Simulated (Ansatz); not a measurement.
**TiTe2 (fluorite): other levels of theory at one geometry**

An exercise on one series of results from a longer session: the logs are not shown, and one member is left open.

Program: Ansatz 0.2.0. Level of theory: DFT at several levels, plane waves, PAW. These are calculated values, not measurements.

1 further run of the same task is left out (set aside as unsound or not needed). Runs told in other sessions of the task aren't counted.

### Starting point

It takes space group Fm-3m (No. 225, cubic). Conventional cell: a = 6.886 Å, b = 6.886 Å, c = 6.886 Å, α = 90.00°, β = 90.00°, γ = 90.00°. Ti (site symmetry m-3m) is surrounded by 8 Te at 2.98 Å. Te (site symmetry -43m) is surrounded by 4 Ti at 2.98 Å.

As a file:

```
Ti Te
1.0
     0.00000    3.44286    3.44286
     3.44286    0.00000    3.44286
     3.44286    3.44286    0.00000
Ti Te
1 2
Direct
  0.00000 0.00000 0.00000
  0.25000 0.25000 0.25000
  0.75000 0.75000 0.75000
```

This cell comes from an earlier session at PBE: 27.206 Å³/atom at -0.06 GPa, on a 10×10×10 mesh, no gap.

Levels to run: PBE+SOC; r²SCAN; PBEsol; LDA. Hardware: 2 threads of Arm Neoverse V2, shared host.

The first run:

Input file input.yaml:

```yaml
crystal:
  lattice:
    - [0.0, 3.4428591255, 3.4428591255]
    - [3.4428591255, 0.0, 3.4428591255]
    - [3.4428591255, 3.4428591255, 0.0]
  atoms:
    - { symbol: Ti, position: [0.0, 0.0, 0.0] }
    - { symbol: Te, position: [0.25, 0.25, 0.25] }
    - { symbol: Te, position: [0.75, 0.75, 0.75] }
basis:
  ecutwfc: 420
  ecutrho_ratio: 4
kpoints:
  mp_grid: { grid: [10, 10, 10] }
hamiltonian:
  xc: pbe
scf:
  occupations: { method: gaussian, width: 0.05 }
output:
  forces: true
  stress: true
  eigenvalues: true
  populations: true
  dos: { projected: true, de: 0.02 }
  write_density: true
  write_potential: true
  elf: true
  volumetric_format: npy
magnetization:
  noncollinear: true
  spin_orbit: true
```

Started as:

```console
> ansatz run input.yaml --threads 2 --pin off --max-ram 2662MiB --backend cpu --events-out ev --progress --plain --runs-dir out
```

Among the steps run: PBE+SOC; r²SCAN; PBEsol; LDA.

One table of the session follows, with a row left open; its other results are not shown here.

```
  level  pressure (GPa)
    PBE            -0.1
    LDA               ?
 PBEsol            -3.1
PBE+SOC             0.0
 r²SCAN            -0.1
```

Q: Estimate the row for LDA from the others.

**Answer.** pressure (GPa): -4.7. In the column «pressure (GPa)» it is the lowest.

The pressure runs from -4.7 GPa (LDA) to 0.0 GPa (PBE+SOC); a negative pressure means that level wants a smaller cell, a positive one a larger cell. Total energies of different levels have different zeros and can't be compared.
